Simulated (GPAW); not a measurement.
This GPAW 26.7.0 run on Nb needs a look.

The input run.py:

```python
import json
import numpy as np
import spglib
from ase.constraints import FixSymmetry
from ase.filters import FrechetCellFilter
from ase.io import read, write
from ase.optimize import BFGS
from ase.stress import full_3x3_to_voigt_6_stress, voigt_6_to_full_3x3_strain, voigt_6_to_full_3x3_stress
from ase.units import GPa
from gpaw import GPAW, PW

atoms = read('Nb.xyz')

calc = GPAW(mode=PW(600),
            xc='PBE',
            kpts={'size': (6, 6, 6), 'gamma': True},
            occupations={'name': 'fermi-dirac', 'width': 0.05},
            nbands=15,
            convergence={'density': 1e-06, 'eigenstates': 1e-09},
            charge=-3,
            maxiter=50,
            txt='gpaw.txt')
atoms.calc = calc
atoms.set_constraint(FixSymmetry(atoms))
BFGS(FrechetCellFilter(atoms), trajectory='relax.traj', logfile='-').run(fmax=0.005, steps=40)
atoms.set_constraint()
energy = atoms.get_potential_energy()
forces = atoms.get_forces()
stress = atoms.get_stress()
calc.write('gs.gpw')
write('result.traj', atoms)
print('Cell:', atoms.cell.cellpar().round(4))
print(atoms.get_scaled_positions().round(5))

gpts = tuple(int(n) for n in calc.get_number_of_grid_points())
cell = atoms.cell[:].T
dataset = spglib.get_symmetry((atoms.cell[:], atoms.get_scaled_positions(), atoms.numbers), symprec=1e-4)
rotations = [cell @ w @ np.linalg.inv(cell) for w in dataset['rotations']]
strains, clamped, relaxed = [], [], []
for v in [0, 3]:
    for e in (-0.005, 0.005):
        voigt = np.zeros(6)
        voigt[v] = e
        F = voigt_6_to_full_3x3_strain(voigt)
        a = atoms.copy()
        a.set_cell(atoms.cell[:] @ F, scale_atoms=True)
        c = GPAW(mode=PW(600),
                 xc='PBE',
                 kpts={'size': (6, 6, 6), 'gamma': True},
                 occupations={'name': 'fermi-dirac', 'width': 0.05},
                 nbands=15,
                 convergence={'density': 1e-06, 'eigenstates': 1e-09},
                 charge=-3,
                 maxiter=50,
                 gpts=gpts,
                 txt=f'strain-{v}{e:+.3f}.txt')
        a.calc = c
        s0 = s1 = a.get_stress() - stress
        print(v, e, 'clamped', (s0 / GPa).round(3), 'relaxed', (s1 / GPa).round(3), flush=True)
        for R in rotations:  # images under the point group
            eps = R @ (F - np.eye(3)) @ R.T
            strains.append(full_3x3_to_voigt_6_stress(eps) * [1, 1, 1, 2, 2, 2])
            for s, rows in ((s0, clamped), (s1, relaxed)):
                rows.append(full_3x3_to_voigt_6_stress(R @ voigt_6_to_full_3x3_stress(s) @ R.T))

C0, C = (np.linalg.lstsq(np.array(strains), np.array(s), rcond=None)[0].T / GPa for s in (clamped, relaxed))
print('Clamped-ion Cij (GPa):')
print(C0.round(1))
print('Relaxed-ion Cij (GPa):')
print(C.round(1))
json.dump({'clamped': C0.tolist(), 'relaxed': C.tolist()}, open('elastic.json', 'w'))
```

Nb.xyz

```xyz
1
Lattice="-1.6639500000 1.6639500000 1.6639500000 1.6639500000 -1.6639500000 1.6639500000 1.6639500000 1.6639500000 -1.6639500000" Properties=species:S:1:pos:R:3 pbc="T T T"
Nb     0.0000000000      0.0000000000      0.0000000000
```

Potentials or basis: GPAW PAW data sets (gpaw-data 1.2.1), pw.

Launch:

```bash
$ OMP_NUM_THREADS=1 python run.py
```

gpaw.txt:

```text
__  _  _
 | _ |_)|_||  |
 |__||  | ||/\| - 26.7.0

Input parameters:
  mode=PW(ecut=600.0),
  charge=-3,
  convergence={'density': 1e-06, 'eigenstates': 1e-09},
  kpts=MonkhorstPack(size=(6, 6, 6), gamma=True),
  maxiter=50,
  nbands=15,
  occupations=Occupations(name='fermi-dirac', width=0.05),
  xc=XC(name='PBE')

Diagonalizing LCAO Hamiltonian
Converting LCAO to pw mode

       Nb

Atoms  # Å, Bohr magnetons
|   | symbol |        x |        y |        z |    initial magnetic moments |
|---|--------|----------|----------|----------|-----------------------------|
[... 1168 lines left out ...]
|iter:  13| |   -5.653141c| -5.31 | -2.86 |
|iter:  14| |   -5.653168c| -6.64 | -3.82 |
|iter:  15| |   -5.653163c| -7.79 | -4.64 |
|iter:  16| |   -5.653163c| -8.74 | -5.43 |
|iter:  17| |   -5.653163c| -9.21c| -5.77 |
|iter:  18| |   -5.653163c| -9.51c| -5.89 |
|iter:  19| |   -5.653163c| -9.82c| -6.54c|

Converged in 19 steps
Energy contributions relative to reference atoms: (reference = -103906.147789)

Energy contributions:
  Kinetic:          12.401292
  Coulomb:          -3.052544
  Zero:             -0.115943
  External:          0.000000
  Xc:              -14.812263
  Entropy:          -0.147409
  Spinorbit:         0.000000
  ----------------------------
  Free energy:      -5.726867
  Extrapolated:     -5.653163
[... 26 lines left out ...]
Stress tensor  # eV/Ang^3
|         x |         y |         z |
|-----------|-----------|-----------|
| -0.014401 |  0.000000 |  0.000000 |
|  0.000000 | -0.014401 |  0.000000 |
|  0.000000 |  0.000000 | -0.014401 |

Forces  # eV/Ang
|        x |       y |        z |
|----------|---------|----------|
| -0.00000 | 0.00000 | -0.00000 |  # Nb   0

Interpolating wave functions to new cell

       Nb
[... 192 lines left out ...]
|iter:  16| |   -6.494447c| -6.78 | -3.88 |
|iter:  17| |   -6.495259c| -3.13 | -3.56 |
|iter:  18| |   -6.495534c| -3.43 | -3.30 |
|iter:  19| |   -6.495611c| -3.56 | -3.94 |
|iter:  20| |   -6.495641c| -4.34 | -3.34 |
|iter:  21| |   -6.495646c| -5.38 | -3.35 |
|iter:  22| |   -6.495454c| -5.77 | -3.38 |
|iter:  23| |   -6.495398c| -3.66 | -4.00 |
|iter:  24| |   -6.495424c| -4.75 | -3.49 |
|iter:  25| |   -6.495330c| -5.60 | -3.66 |
|iter:  26| |   -6.495046c| -4.12 | -3.60 |
|iter:  27| |   -6.495051c| -3.80 | -3.34 |
|iter:  28| |   -6.495041c| -4.57 | -3.29 |
|iter:  29| |   -6.495063c| -5.59 | -3.24 |
|iter:  30| |   -6.495034c| -5.31 | -3.35 |
```

On the terminal:

```text
<dir> UserWarning: FixSymmetry adjust_cell may be ill behaved with large deformation gradient step 0.2214027581601703
  warn(
<dir> UserWarning: FixSymmetry adjust_cell may be ill behaved with large deformation gradient step 0.1868939103393783
  warn(
<dir> UserWarning: FixSymmetry adjust_cell may be ill behaved with large deformation gradient step 0.2046295454831244
  warn(
<dir> UserWarning: FixSymmetry adjust_cell may be ill behaved with large deformation gradient step 0.22140275816017052
  warn(
<dir> UserWarning: FixSymmetry adjust_cell may be ill behaved with large deformation gradient step 0.18612229516190215
  warn(
```

Question: What happened, and what is wrong with the input?

Answer: The calculation hadn't finished when its time ran out. The input holds a flaw that was put in on purpose: cell charged by several electrons (charge = -3).
